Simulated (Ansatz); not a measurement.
**Lead, simple cubic under revPBE: structure, energy and stiffness**

The plan for lead in the simple cubic structure: relax it, solve it on a dense k-mesh, then scale the cell to 7 volumes from 88 to 112 % of the relaxed one and try a fit of the equation of state. Spin polarisation is left out. The k-meshes are 10×10×10 for the relaxation; 16×16×16 for the dense run; 11×11×11 for the volumes.

This is Pb in the simple cubic structure; at room conditions it is fcc.

Computed with Ansatz 0.2.0 (DFT revPBE, plane waves (420 eV) with PAW, scalar-relativistic; PBE-made PAW files, unless a step says otherwise).

## 1. The starting structure

It takes space group Pm-3m (No. 221, cubic). The conventional cell has a = 3.200 Å, b = 3.200 Å, c = 3.200 Å, α = 90.00°, β = 90.00°, γ = 90.00°. Pb (site symmetry m-3m) is surrounded by 6 Pb at 3.20 Å.

Structure file:

```cif
data_structure
_symmetry_space_group_name_H-M 'Pm-3m'
_symmetry_Int_Tables_number 221
_cell_length_a 3.1997
_cell_length_b 3.1997
_cell_length_c 3.1997
_cell_angle_alpha 90.000
_cell_angle_beta 90.000
_cell_angle_gamma 90.000
_cell_volume 32.76
loop_
_atom_site_label
_atom_site_type_symbol
_atom_site_symmetry_multiplicity
_atom_site_Wyckoff_symbol
_atom_site_fract_x
_atom_site_fract_y
_atom_site_fract_z
_atom_site_occupancy
Pb1 Pb 1 a 0.00000 0.00000 0.00000 1
```

## 2. Geometry optimisation

Contents of input.yaml:

```yaml
crystal:
  lattice:
    - [3.1996586799, 0.0, 0.0]
    - [0.0, 3.1996586799, 0.0]
    - [0.0, 0.0, 3.1996586799]
  atoms:
    - { symbol: Pb, position: [0.0, 0.0, 0.0] }
hamiltonian:
  xc: revpbe
  pseudopotentials:
    kind: paw
    azcp:
      Pb: "pseudopotentials/Pb.paw.azcp"
basis:
  ecutwfc: 420
  fft_grid_basis: typed
kpoints:
  mp_grid: { grid: [10, 10, 10], shift: [0, 0, 0] }
magnetization:
  spin_polarized: false
scf:
  occupations: { method: fermi_dirac, width: 0.1 }
relax:
  max_steps: 60
  f_tol: 0.01
  cell: {}
```

The runs that follow: Single point on a dense mesh; Volume × 0.88; Volume × 0.92; Volume × 0.96; Volume × 1.0; Volume × 1.04; Volume × 1.08; Volume × 1.12.

Before running it: what results should come out? Wanted: space group; conventional cell; volume; shortest distance; gap on the mesh; relative to fcc; V₀, B₀, B₀′.

**Answer**, as computed:

```
                      quantity                         value
space group (spins left aside)               Pm-3m (No. 221)
             conventional cell                   a = 3.285 Å
                        volume                35.442 Å³/atom
             shortest distance                       3.285 Å
               gap on the mesh  none (levels filled in part)
               relative to fcc                 +191 meV/atom
                   V₀, B₀, B₀′   35.461 Å³/atom, 32 GPa, 4.9
```

**Reading.** The relaxation enlarged the cell by 8.2 % in volume. It lies 191 meV/atom above the element's reference form at the same level (fcc, from a run of its own). Levels at the Fermi energy are filled in part, as in a metal. B₀ comes out at 32 GPa. Relaxation kept the symmetry; phonons were not checked.
